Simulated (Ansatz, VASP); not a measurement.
**PbS: VASP beside Ansatz**

Contents of INCAR:

```
SYSTEM = PbS
PREC = Accurate
ENCUT = 520
EDIFF = 1E-7
ISMEAR = -1
SIGMA = 0.01
LREAL = .FALSE.
LASPH = .TRUE.
NELM = 60
ALGO = Normal
ISIF = 2
LWAVE = .FALSE.
LCHARG = .FALSE.
GGA = PE
NBANDS = 17
```

KPOINTS

```
Automatic mesh
0
G
  8 8 8
  0 0 0
```

POSCAR

```
PbS
1.0
   -0.0593000000      2.9353500000      2.9353500000
    2.9353500000     -0.0593000000      2.9353500000
    2.9353500000      2.9353500000     -0.0593000000
Pb S
1 1
Direct
    0.0000000000      0.0000000000      0.0000000000
    0.5000000000      0.5000000000      0.5000000000
```

Input for Ansatz:

```yaml
crystal:
  lattice:
    - [-0.0593, 2.93535, 2.93535]
    - [2.93535, -0.0593, 2.93535]
    - [2.93535, 2.93535, -0.0593]
  atoms:
    - { symbol: Pb, position: [0.0, 0.0, 0.0] }
    - { symbol: S, position: [0.5, 0.5, 0.5] }
kpoints:
  mp_grid: { grid: [8, 8, 8] }
  band_path:
    path:
      - [0.0, 0.0, 0.0]
      - [0.5, 0.5, 0.5]
      - [0.2551801333, 0.5, 0.7448198667]
      - [-0.2551801333, 0.2551801333, 0.5]
      - [0.0, 0.0, 0.5]
      - [0.0, 0.0, 0.0]
      - [-0.3775900666, 0.0, 0.3775900666]
      - [0.0, 0.3775900666, 0.6224099334]
      - [0.0, 0.5, 0.5]
    npoints: 5
scf:
  occupations: { method: fermi_dirac, width: 0.01 }
hamiltonian:
  xc: pbe
  pseudopotentials: { kind: all_electron, lapw: { basis_error: 0.0005 } }
output:
  forces: true
  stress: true
  eigenvalues: true
```

Change from the starting cell: equal xy, yz and zx shear strains of -2 %.

Alike in both runs: task single point; functional PBE; k mesh 8 × 8 × 8; occupations fermi-dirac, width 0.01 eV; no spin polarisation.

```csv
,VASP,Ansatz
version,VASP 6.6.1,Ansatz 0.2.0
potentials or method,"VASP PAW PBE potentials, release 64 (Pb_d, S)","all-electron LAPW, scalar-relativistic"
plane-wave cutoff (eV),520,see its input
```

|  | VASP | Ansatz | Ansatz less VASP |
| --- | --- | --- | --- |
| pressure (GPa) | 2.2 | 2.3 | +0.08 |
| largest component of the traceless stress (GPa) | 0.37 | 0.37 | -0.001 |

Ansatz ran all-electron here, so the differences hold the error of VASP's frozen core and of both bases.

Caveats: spin-orbit coupling is left out, which as a rule narrows the gap of such compounds by several tenths of an eV.
